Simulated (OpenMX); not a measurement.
The system is Rh.

```xyz
1
Lattice="0.0000 1.8979 1.8979 1.8979 0.0000 1.8979 1.8979 1.8979 0.0000" Properties=species:S:1:pos:R:3 pbc="T T T"
Rh    0.0000    0.0000    0.0000
```

Base run:

```yaml
Program: OpenMX 3.8.5
Functional: LDA
Potentials_or_basis: OpenMX 2013 LDA set, Rh7.0-s3p2d2, grid cutoff 400 Ry
k_mesh: 9 × 9 × 9
Occupations: fermi-dirac, width 0.05 eV
Spin: no spin polarisation
```

Its results: pressure -2.4 GPa.

Q: The run is repeated on the same cell with these changes: functional from LDA to PBE; potentials or basis from OpenMX 2013 LDA set, Rh7.0-s3p2d2, grid cutoff 400 Ry to OpenMX 2013 PBE set, Rh7.0-s3p2d2, grid cutoff 400 Ry. What comes out?

A: Pressure 14.9 GPa.

Caveats: the basis of atomic orbitals isn't converged, which shifts pressures, moduli and gaps.
